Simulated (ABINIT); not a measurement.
# Beyond one shot: GaN (P6_3mc), part 2 of 3

Aim: iterate the self-energy on GaN (P6_3mc) and follow the gap from cycle to cycle.

ABINIT 10.8.3; PBE and many-body steps on it, plane waves. Known limits of the many-body steps: not at the basis limit; no spin-orbit coupling.

So far. Step 5 (evGW0, cycle 1): Against G0W0 in ABINIT (6×6×4 mesh, 81 bands, screening to 130.6 eV, Godby-Needs plasmon pole), the gap moves by +0.180 eV. This first cycle still uses the starting levels; it takes the full correction, at all points of the mesh, and its linearised value is 2.832 eV. Step 6 (evGW0, cycle 2): Against the cycle before, the gap moves by −0.042 eV.

The database entry behind the starting cell differs from later determinations by our own check (about 0.3 % short, ideal inner coordinate), so it need not match the best structure at ambient conditions.

## (7) evGW0, cycle 3

Level of this step: evGW0 on PBE, plane waves, norm-conserving pseudopotentials (ABINIT).

run.abi

```
acell 3*1.0 Angstrom
rprim 
  3.179999999980 0.000000000005 0.000000000000
  -1.589999999994 2.753960784015 0.000000000000
  0.000000000000 0.000000000000 5.166000000000
ntypat 2
znucl 31 7
natom 4
typat 1 1 2 2
xred 
  0.333333333333 0.666666666667 0.000000000000
  0.666666666667 0.333333333333 0.500000000000
  0.333333333333 0.666666666667 0.375000000000
  0.666666666667 0.333333333333 0.875000000000
pp_dirpath "pseudos"
pseudos "Ga.upf, N.upf"
ecut 45
ngkpt 6 6 4
nshiftk 1
shiftk 0 0 0
kptopt 1
chksymbreak 0
istwfk *1
occopt 1
irdwfk 1
optdriver 4
nband 81
gwcalctyp 10
ecutsigx 45
symsigma 1
nkptgw 21
kptgw 
  0.0000000000 0.0000000000 0.0000000000
  0.1666666667 0.0000000000 0.0000000000
  0.3333333333 0.0000000000 0.0000000000
  0.5000000000 0.0000000000 0.0000000000
  0.1666666667 0.1666666667 0.0000000000
  0.3333333333 0.1666666667 0.0000000000
  0.3333333333 0.3333333333 0.0000000000
  0.0000000000 0.0000000000 0.2500000000
  0.1666666667 0.0000000000 0.2500000000
  0.3333333333 0.0000000000 0.2500000000
  0.5000000000 0.0000000000 0.2500000000
  0.1666666667 0.1666666667 0.2500000000
  0.3333333333 0.1666666667 0.2500000000
  0.3333333333 0.3333333333 0.2500000000
  0.0000000000 0.0000000000 0.5000000000
  0.1666666667 0.0000000000 0.5000000000
  0.3333333333 0.0000000000 0.5000000000
  0.5000000000 0.0000000000 0.5000000000
  0.1666666667 0.1666666667 0.5000000000
  0.3333333333 0.1666666667 0.5000000000
  0.3333333333 0.3333333333 0.5000000000
bdgw 
  21 40
  21 40
  21 40
  21 40
  21 40
  21 40
  21 40
  21 40
  21 40
  21 40
  21 40
  21 40
  21 40
  21 40
  21 40
  21 40
  21 40
  21 40
  21 40
  21 40
  21 40
ecuteps 4.8
irdscr 1
ppmodel 1
irdqps 1
indata_prefix "in"
outdata_prefix "out"
tmpdata_prefix "tmp"
```

Command:

```
$ OMP_NUM_THREADS=1 mpirun -n 4 abinit run.abi > log
```

What it wrote:

```text
.Version 10.8.3 of ABINIT. v10.8.2 released Aug 2026.

 Symmetries : space group P6_3 m c (#186); Bravais hP (primitive hexag.)
[... echo of the input left out ...]
== DATASET  1 ==================================================================
-   mpi_nproc: 4, omp_nthreads: 1 (-1 if OMP is not activated)

--- !DatasetInfo
iteration_state: {dtset: 1, }
dimensions: {natom: 4, nkpt: 21, mband: 81, nsppol: 1, nspinor: 1, nspden: 1, mpw: 4428, }
cutoff_energies: {ecut:  45.0, pawecutdg:  -1.0, }
[...]
.  kptgw no:  3; Maximum DeltaE = (  -0.003  -0.009) for band index: 20
[...]
.  kptgw no: 20; Maximum DeltaE = (  -0.014   0.003) for band index:  1
.  kptgw no: 21; Maximum DeltaE = (   0.004  -0.003) for band index: 15

== END DATASET(S) ==============================================================
================================================================================

 -outvars: echo values of variables after computation  --------
           etotal      0.0000000000E+00
            nband          81
             nkpt          21
          spgroup         186
 [... the other variables as echoed above ...]

 Calculation completed.
```

It took 14 min on 4 MPI ranks of Arm Neoverse V1, shared host; peak memory 3.6 GiB.

This step gave:

- quasiparticle gap on the mesh: 2.966 eV
- gap of the density functional on the mesh: 1.995 eV
- k of the valence top: 0, 0, 0
- k of the conduction bottom: 0, 0, 0
- least direct quasiparticle gap on the computed points: 2.966 eV

Against the cycle before, the gap moves by −0.004 eV.

## (8) Screening, 6×6×4 mesh, 81 bands, screening to 130.6 eV

This step: RPA screening on PBE, plane waves, norm-conserving pseudopotentials.

run.abi

```
acell 3*1.0 Angstrom
rprim 
  3.179999999980 0.000000000005 0.000000000000
  -1.589999999994 2.753960784015 0.000000000000
  0.000000000000 0.000000000000 5.166000000000
ntypat 2
znucl 31 7
natom 4
typat 1 1 2 2
xred 
  0.333333333333 0.666666666667 0.000000000000
  0.666666666667 0.333333333333 0.500000000000
  0.333333333333 0.666666666667 0.375000000000
  0.666666666667 0.333333333333 0.875000000000
pp_dirpath "pseudos"
pseudos "Ga.upf, N.upf"
ecut 45
ngkpt 6 6 4
nshiftk 1
shiftk 0 0 0
kptopt 1
chksymbreak 0
istwfk *1
occopt 1
irdwfk 1
optdriver 3
nband 81
ecuteps 4.8
inclvkb 2
awtr 1
symchi 1
gwcalctyp 10
mbpt_sciss 1.331 eV
nqptdm 1
qptdm 
  0 0 0
indata_prefix "in"
outdata_prefix "out"
tmpdata_prefix "tmp"
```

What it wrote:

```text
.Version 10.8.3 of ABINIT. v10.8.2 released Aug 2026.

 Symmetries : space group P6_3 m c (#186); Bravais hP (primitive hexag.)
[... echo of the input left out ...]
== DATASET  1 ==================================================================
-   mpi_nproc: 4, omp_nthreads: 1 (-1 if OMP is not activated)

--- !DatasetInfo
iteration_state: {dtset: 1, }
dimensions: {natom: 4, nkpt: 21, mband: 81, nsppol: 1, nspinor: 1, nspden: 1, mpw: 4428, }
cutoff_energies: {ecut:  45.0, pawecutdg:  -1.0, }
electrons: {nelect:   5.20000000E+01, charge:   0.00000000E+00, occopt:   1.00000000E+00, tsmear:   1.00000000E-02, }

 SCREENING: Calculation of the susceptibility and dielectric matrices

 Based on a program developped by R.W. Godby, V. Olevano, G. Onida, and L. Reining.
 Incorporated in ABINIT by V. Olevano, G.-M. Rignanese, and M. Torrent.
.Using double precision arithmetic ; gwpc =  8

[... cell and pseudopotentials left out ...]
--------------------------------------------------------------------------------

 ==== K-mesh for the wavefunctions ====
 Number of points in the irreducible wedge :    21
[... list of points left out ...]
 Together with 12 symmetry operations and time-reversal symmetry
 yields   144 points in the full Brillouin Zone.

 ==== Q-mesh for the screening function ====
 Number of points in the irreducible wedge :    21
[... list of points left out ...]
 Together with 12 symmetry operations and time-reversal symmetry
 yields   144 points in the full Brillouin Zone.

 setmesh: FFT mesh size selected  =    24x   24x   40
          total number of points  =        23040

 vcoul_init : cutoff-mode = AUXILIARY_FUNCTION
 q-points for optical limit:   1
     1)      0.000010    0.000020    0.000030

 Dielectric matrix will be calculated only for some
 selected q points provided by the user through the input variables
 nqptdm and qptdm

- screening: taking advantage of time-reversal symmetry
- Maximum band index for partially occupied states nbvw = 26
- Remaining bands to be divided among processors   nbcw = 55
- Number of bands treated by each node ~13

 rdqps: reading QP wavefunctions of the previous step
        looking for file in_QPS
 file not found, 1st iteration initialized with KS eigenelements

 screening : performing a first self-consistency
 update of the energies in W by a scissor operator
 applying a scissor operator of [eV] :   1.331

 Number of electrons calculated from density =   52.0000; Expected =   52.0000
 average of density, n =  0.170321
 r_s =    1.1191
 omega_plasma =   39.8097 [eV]

 calculating chi0 at frequencies [eV] :
  1    0.000000E+00    0.000000E+00
  2    0.000000E+00    3.980974E+01

--------------------------------------------------------------------------------
  q-point number  1        q = ( 0.000000, 0.000000, 0.000000) [r.l.u.]
--------------------------------------------------------------------------------
[... chi0 elements left out ...]
 For q-point:  0.000010 0.000020 0.000030
  dielectric constant =   4.9674
  dielectric constant without local fields =   5.2810

  Average fulfillment of the sum rule on Im[epsilon] for q-point    1 :     32.44  [%]
[... wings left out ...]
== END DATASET(S) ==============================================================
================================================================================

 -outvars: echo values of variables after computation  --------
           etotal      0.0000000000E+00
            nband          81
             nkpt          21
          spgroup         186
 [... the other variables as echoed above ...]

 Calculation completed.
```

Elapsed: 22 s, on 4 MPI ranks; peak memory 1.8 GiB; 86 s of CPU time.

Numbers from this step:

```
ε∞ with local fields, on this mesh, along the program's q direction : 4.967
the same without local fields                                       : 5.281
plasma frequency                                                    : 39.81 eV
plane waves in the screening matrix                                 : 147
```

This screening uses the functional's bands under a rigid shift, the mean opening of the cycle before.

## (9) Screening, 6×6×4 mesh, 81 bands, screening to 130.6 eV

This step: RPA screening on PBE from quasiparticle energies, plane waves, norm-conserving pseudopotentials.

Changes to run.abi since step 8:

```diff
@@ -31,7 +31,26 @@
 symchi 1
+irdqps 1
 gwcalctyp 10
-mbpt_sciss 1.331 eV
-nqptdm 1
+nqptdm 20
 qptdm 
-  0 0 0
+  0.1666666667 0.0000000000 0.0000000000
+  0.3333333333 0.0000000000 0.0000000000
+  0.5000000000 0.0000000000 0.0000000000
+  0.1666666667 0.1666666667 0.0000000000
+  0.3333333333 0.1666666667 0.0000000000
+  0.3333333333 0.3333333333 0.0000000000
+  0.0000000000 0.0000000000 0.2500000000
+  0.1666666667 0.0000000000 0.2500000000
+  0.3333333333 0.0000000000 0.2500000000
+  0.5000000000 0.0000000000 0.2500000000
+  0.1666666667 0.1666666667 0.2500000000
+  0.3333333333 0.1666666667 0.2500000000
+  0.3333333333 0.3333333333 0.2500000000
+  0.0000000000 0.0000000000 0.5000000000
+  0.1666666667 0.0000000000 0.5000000000
+  0.3333333333 0.0000000000 0.5000000000
+  0.5000000000 0.0000000000 0.5000000000
+  0.1666666667 0.1666666667 0.5000000000
+  0.3333333333 0.1666666667 0.5000000000
+  0.3333333333 0.3333333333 0.5000000000
 indata_prefix "in"
```

mrgscr.stdin

```
2
merged
q0_SCR
out_SCR
1
```

Command:

```
$ OMP_NUM_THREADS=1 mpirun -n 4 abinit run.abi > log; mrgscr < mrgscr.stdin
```

What it wrote:

```text
.Version 10.8.3 of ABINIT. v10.8.2 released Aug 2026.

 Symmetries : space group P6_3 m c (#186); Bravais hP (primitive hexag.)
[... echo of the input left out ...]
== DATASET  1 ==================================================================
-   mpi_nproc: 4, omp_nthreads: 1 (-1 if OMP is not activated)

--- !DatasetInfo
iteration_state: {dtset: 1, }
dimensions: {natom: 4, nkpt: 21, mband: 81, nsppol: 1, nspinor: 1, nspden: 1, mpw: 4428, }
cutoff_energies: {ecut:  45.0, pawecutdg:  -1.0, }
[...]
q-point number  1        q = ( 0.166667, 0.000000, 0.000000) [r.l.u.]
--------------------------------------------------------------------------------
[... chi0 elements left out ...]
  Average fulfillment of the sum rule on Im[epsilon] for q-point    2 :     42.06  [%]

--------------------------------------------------------------------------------
  q-point number  2        q = ( 0.333333, 0.000000, 0.000000) [r.l.u.]
--------------------------------------------------------------------------------
[... chi0 elements left out ...]
  Average fulfillment of the sum rule on Im[epsilon] for q-point    3 :     36.59  [%]

 [... 18 further q-points ...]
```

The job ended after 3.8 min (4 MPI ranks; peak memory 1.7 GiB; 15 min of CPU time).

This step gave:

```yaml
plasma_frequency: 39.81 eV
plane_waves_in_the_screening_matrix: 147
```

This screening reads the quasiparticle levels of the cycle before.

## (10) evGW, cycle 1

This step: evGW on PBE, plane waves, norm-conserving pseudopotentials.

Changes to run.abi since step 9:

```diff
@@ -25,12 +25,10 @@
 irdwfk 1
-optdriver 3
+optdriver 4
 nband 81
-ecuteps 4.8
-inclvkb 2
-awtr 1
-symchi 1
-irdqps 1
 gwcalctyp 10
-nqptdm 20
-qptdm 
+ecutsigx 45
+symsigma 1
+nkptgw 21
+kptgw 
+  0.0000000000 0.0000000000 0.0000000000
   0.1666666667 0.0000000000 0.0000000000
@@ -55,2 +53,28 @@
   0.3333333333 0.3333333333 0.5000000000
+bdgw 
+  21 40
+  21 40
+  21 40
+  21 40
+  21 40
+  21 40
+  21 40
+  21 40
+  21 40
+  21 40
+  21 40
+  21 40
+  21 40
+  21 40
+  21 40
+  21 40
+  21 40
+  21 40
+  21 40
+  21 40
+  21 40
+ecuteps 4.8
+irdscr 1
+ppmodel 1
+irdqps 1
 indata_prefix "in"
```

Command:

```
$ OMP_NUM_THREADS=1 mpirun -n 4 abinit run.abi > log
```

What it wrote:

```text
.Version 10.8.3 of ABINIT. v10.8.2 released Aug 2026.

 Symmetries : space group P6_3 m c (#186); Bravais hP (primitive hexag.)
[... echo of the input left out ...]
== DATASET  1 ==================================================================
-   mpi_nproc: 4, omp_nthreads: 1 (-1 if OMP is not activated)

--- !DatasetInfo
iteration_state: {dtset: 1, }
dimensions: {natom: 4, nkpt: 21, mband: 81, nsppol: 1, nspinor: 1, nspden: 1, mpw: 4428, }
cutoff_energies: {ecut:  45.0, pawecutdg:  -1.0, }
[...]
.  kptgw no:  3; Maximum DeltaE = (   0.255   0.000) for band index: 20
[...]
.  kptgw no: 20; Maximum DeltaE = (   0.275   0.004) for band index: 19
.  kptgw no: 21; Maximum DeltaE = (   0.278  -0.004) for band index: 20

== END DATASET(S) ==============================================================
================================================================================

 -outvars: echo values of variables after computation  --------
           etotal      0.0000000000E+00
            nband          81
             nkpt          21
          spgroup         186
 [... the other variables as echoed above ...]

 Calculation completed.
```

Run time: 14 min. Hardware: 4 MPI ranks; peak memory 3.6 GiB; 57 min of CPU time.

Numbers from this step:

- quasiparticle gap on the mesh: 3.223 eV
- gap of the density functional on the mesh: 1.995 eV
- k of the valence top: 0, 0, 0
- k of the conduction bottom: 0, 0, 0
- least direct quasiparticle gap on the computed points: 3.223 eV

Against G0W0 in ABINIT (6×6×4 mesh, 81 bands, screening to 130.6 eV, Godby-Needs plasmon pole), the gap moves by +0.391 eV.

## (11) Screening, 6×6×4 mesh, 81 bands, screening to 130.6 eV

This step: RPA screening on PBE, plane waves, norm-conserving pseudopotentials.

run.abi

```
acell 3*1.0 Angstrom
rprim 
  3.179999999980 0.000000000005 0.000000000000
  -1.589999999994 2.753960784015 0.000000000000
  0.000000000000 0.000000000000 5.166000000000
ntypat 2
znucl 31 7
natom 4
typat 1 1 2 2
xred 
  0.333333333333 0.666666666667 0.000000000000
  0.666666666667 0.333333333333 0.500000000000
  0.333333333333 0.666666666667 0.375000000000
  0.666666666667 0.333333333333 0.875000000000
pp_dirpath "pseudos"
pseudos "Ga.upf, N.upf"
ecut 45
ngkpt 6 6 4
nshiftk 1
shiftk 0 0 0
kptopt 1
chksymbreak 0
istwfk *1
occopt 1
irdwfk 1
optdriver 3
nband 81
ecuteps 4.8
inclvkb 2
awtr 1
symchi 1
gwcalctyp 10
mbpt_sciss 1.631 eV
nqptdm 1
qptdm 
  0 0 0
indata_prefix "in"
outdata_prefix "out"
tmpdata_prefix "tmp"
```

What it wrote:

```text
.Version 10.8.3 of ABINIT. v10.8.2 released Aug 2026.

 Symmetries : space group P6_3 m c (#186); Bravais hP (primitive hexag.)
[... echo of the input left out ...]
== DATASET  1 ==================================================================
-   mpi_nproc: 4, omp_nthreads: 1 (-1 if OMP is not activated)

--- !DatasetInfo
iteration_state: {dtset: 1, }
dimensions: {natom: 4, nkpt: 21, mband: 81, nsppol: 1, nspinor: 1, nspden: 1, mpw: 4428, }
cutoff_energies: {ecut:  45.0, pawecutdg:  -1.0, }
[...]
[... chi0 elements left out ...]
 For q-point:  0.000010 0.000020 0.000030
  dielectric constant =   4.8319
  dielectric constant without local fields =   5.1303

  Average fulfillment of the sum rule on Im[epsilon] for q-point    1 :     32.76  [%]
[... wings left out ...]
== END DATASET(S) ==============================================================
================================================================================

 -outvars: echo values of variables after computation  --------
           etotal      0.0000000000E+00
            nband          81
             nkpt          21
          spgroup         186
 [... the other variables as echoed above ...]

 Calculation completed.
```

The job ended after 22 s (4 MPI ranks; peak memory 1.8 GiB).

Numbers from this step:

```
ε∞ with local fields, on this mesh, along the program's q direction : 4.832
the same without local fields                                       : 5.130
plasma frequency                                                    : 39.81 eV
plane waves in the screening matrix                                 : 147
```

This screening uses the functional's bands under a rigid shift, the mean opening of the cycle before.

## (12) Screening, 6×6×4 mesh, 81 bands, screening to 130.6 eV

This step: RPA screening on PBE from quasiparticle energies, plane waves, norm-conserving pseudopotentials.

Changes to run.abi since step 11:

```diff
@@ -31,7 +31,26 @@
 symchi 1
+irdqps 1
 gwcalctyp 10
-mbpt_sciss 1.631 eV
-nqptdm 1
+nqptdm 20
 qptdm 
-  0 0 0
+  0.1666666667 0.0000000000 0.0000000000
+  0.3333333333 0.0000000000 0.0000000000
+  0.5000000000 0.0000000000 0.0000000000
+  0.1666666667 0.1666666667 0.0000000000
+  0.3333333333 0.1666666667 0.0000000000
+  0.3333333333 0.3333333333 0.0000000000
+  0.0000000000 0.0000000000 0.2500000000
+  0.1666666667 0.0000000000 0.2500000000
+  0.3333333333 0.0000000000 0.2500000000
+  0.5000000000 0.0000000000 0.2500000000
+  0.1666666667 0.1666666667 0.2500000000
+  0.3333333333 0.1666666667 0.2500000000
+  0.3333333333 0.3333333333 0.2500000000
+  0.0000000000 0.0000000000 0.5000000000
+  0.1666666667 0.0000000000 0.5000000000
+  0.3333333333 0.0000000000 0.5000000000
+  0.5000000000 0.0000000000 0.5000000000
+  0.1666666667 0.1666666667 0.5000000000
+  0.3333333333 0.1666666667 0.5000000000
+  0.3333333333 0.3333333333 0.5000000000
 indata_prefix "in"
```

mrgscr.stdin is that of step 9.

Command:

```
$ OMP_NUM_THREADS=1 mpirun -n 4 abinit run.abi > log; mrgscr < mrgscr.stdin
```

What it wrote:

```text
.Version 10.8.3 of ABINIT. v10.8.2 released Aug 2026.

 Symmetries : space group P6_3 m c (#186); Bravais hP (primitive hexag.)
[... echo of the input left out ...]
== DATASET  1 ==================================================================
-   mpi_nproc: 4, omp_nthreads: 1 (-1 if OMP is not activated)

--- !DatasetInfo
iteration_state: {dtset: 1, }
dimensions: {natom: 4, nkpt: 21, mband: 81, nsppol: 1, nspinor: 1, nspden: 1, mpw: 4428, }
cutoff_energies: {ecut:  45.0, pawecutdg:  -1.0, }
[...]
q-point number  1        q = ( 0.166667, 0.000000, 0.000000) [r.l.u.]
--------------------------------------------------------------------------------
[... chi0 elements left out ...]
  Average fulfillment of the sum rule on Im[epsilon] for q-point    2 :     42.69  [%]

--------------------------------------------------------------------------------
  q-point number  2        q = ( 0.333333, 0.000000, 0.000000) [r.l.u.]
--------------------------------------------------------------------------------
[... chi0 elements left out ...]
  Average fulfillment of the sum rule on Im[epsilon] for q-point    3 :     36.99  [%]

 [... 18 further q-points ...]
```

Elapsed: 3.7 min, on 4 MPI ranks; peak memory 1.7 GiB; 15 min of CPU time.

Numbers from this step:

- plasma frequency: 39.81 eV
- plane waves in the screening matrix: 147

This screening reads the quasiparticle levels of the cycle before.

## (13) evGW, cycle 2

This step: evGW on PBE, plane waves, norm-conserving pseudopotentials.

Changes to run.abi since step 12:

```diff
@@ -25,12 +25,10 @@
 irdwfk 1
-optdriver 3
+optdriver 4
 nband 81
-ecuteps 4.8
-inclvkb 2
-awtr 1
-symchi 1
-irdqps 1
 gwcalctyp 10
-nqptdm 20
-qptdm 
+ecutsigx 45
+symsigma 1
+nkptgw 21
+kptgw 
+  0.0000000000 0.0000000000 0.0000000000
   0.1666666667 0.0000000000 0.0000000000
@@ -55,2 +53,28 @@
   0.3333333333 0.3333333333 0.5000000000
+bdgw 
+  21 40
+  21 40
+  21 40
+  21 40
+  21 40
+  21 40
+  21 40
+  21 40
+  21 40
+  21 40
+  21 40
+  21 40
+  21 40
+  21 40
+  21 40
+  21 40
+  21 40
+  21 40
+  21 40
+  21 40
+  21 40
+ecuteps 4.8
+irdscr 1
+ppmodel 1
+irdqps 1
 indata_prefix "in"
```

Command:

```
$ OMP_NUM_THREADS=1 mpirun -n 4 abinit run.abi > log
```

What it wrote:

```text
.Version 10.8.3 of ABINIT. v10.8.2 released Aug 2026.

 Symmetries : space group P6_3 m c (#186); Bravais hP (primitive hexag.)
[... echo of the input left out ...]
== DATASET  1 ==================================================================
-   mpi_nproc: 4, omp_nthreads: 1 (-1 if OMP is not activated)

--- !DatasetInfo
iteration_state: {dtset: 1, }
dimensions: {natom: 4, nkpt: 21, mband: 81, nsppol: 1, nspinor: 1, nspden: 1, mpw: 4428, }
cutoff_energies: {ecut:  45.0, pawecutdg:  -1.0, }
[...]
.  kptgw no:  3; Maximum DeltaE = (   0.013  -0.003) for band index: 18
[...]
.  kptgw no: 20; Maximum DeltaE = (   0.026   0.001) for band index: 15
.  kptgw no: 21; Maximum DeltaE = (   0.009  -0.010) for band index: 19

== END DATASET(S) ==============================================================
================================================================================

 -outvars: echo values of variables after computation  --------
           etotal      0.0000000000E+00
            nband          81
             nkpt          21
          spgroup         186
 [... the other variables as echoed above ...]

 Calculation completed.
```

It took 14 min on 4 MPI ranks; peak memory 3.6 GiB; 55 min of CPU time.

Numbers from this step:

| Item | Value |
| --- | --- |
| quasiparticle gap on the mesh | 3.251 eV |
| gap of the density functional on the mesh | 1.995 eV |
| k of the valence top | 0, 0, 0 |
| k of the conduction bottom | 0, 0, 0 |
| least direct quasiparticle gap on the computed points | 3.251 eV |

Against the cycle before, the gap moves by +0.028 eV.

(Part 2 of 3 ends here.)

[Paths, hosts, dates, memory and timing lines, banners, echoed tables and standing remarks are left out of the program output.]

[Logs are printed without paths, hosts, clocks, repeated set-up lines and the standing remarks that a program may print on its own settings, such as how far it seeks lower states.]

[Runs of the session that timed out or met a known fault of the program may be left out.]

[Hosts, paths, dates, database ids (printed as entryN), source tags and the programs' standing remarks are cut or masked in the printed files.]

[G0W0 gaps are taken among the corrected bands and points alone; a level outside them can change the order at an edge.]

[Where Ansatz stands beside ABINIT at settings called matched, ABINIT's density can come from a denser mesh and the files from another edition; pairs whose starting gaps differed by over 0.03 eV were left out, so agreement reads better than it is.]
